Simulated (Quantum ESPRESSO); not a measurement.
# BeTe under changes of volume

One of the cells (21.254 Å³/atom); the others are scaled copies at fixed shape and fractional positions:

```
Te Be
1.0
     0.00000    2.77000    2.77000
     2.77000    0.00000    2.77000
     2.77000    2.77000    0.00000
Te Be
1 1
Direct
  0.75000 0.75000 0.75000
  0.00000 0.00000 0.00000
```

* Program: Quantum ESPRESSO 7.5
* Functional: rev-vdW-DF2
* Potentials or basis: PseudoDojo 0.4.1 SR PBE standard
* Cutoff: 1197 eV
* Density cutoff: 4789 eV
* k mesh: 8 × 8 × 8
* Occupations: fermi-dirac, width 0.05 eV
* Spin: no spin polarisation

```csv
volume (Å³/atom),energy over the lowest point (meV/atom),pressure (GPa),gap on the mesh (eV)
19.979,61.78,8.7,1.76
20.404,?,?,?
20.829,25.16,5.2,1.87
21.254,13.43,3.7,1.92
21.679,5.56,2.3,1.97
22.104,1.18,1.0,2.01
22.529,0.00,-0.1,2.06
```

Question: What does the run at 20.404 Å³/atom give?

Answer: Energy over the lowest point 41.14 meV/atom; pressure 6.9 GPa; gap on the mesh 1.82 eV.

Worked out: A Birch-Murnaghan fit of order 3 (a polynomial in V^(-2/3)) to the other rows has its minimum at 22.48 Å³/atom with B0 = V·E''(V) = 58 GPa and B' = 4.0. It gives 41.13 meV/atom at 20.404 Å³/atom, against the run's 41.14, and -dE/dV = 6.9 GPa, against 6.9. A straight line through the other rows of the gap, of slope 2.48 eV per unit of ln V, gives 1.82 eV, against the run's 1.82.

Energies are extrapolated to zero smearing.

Caveats: the potentials were made for another functional, which shifts forces and pressure; spin-orbit coupling is left out, which moves the levels of the heavy elements.

A mesh can miss the band edges.
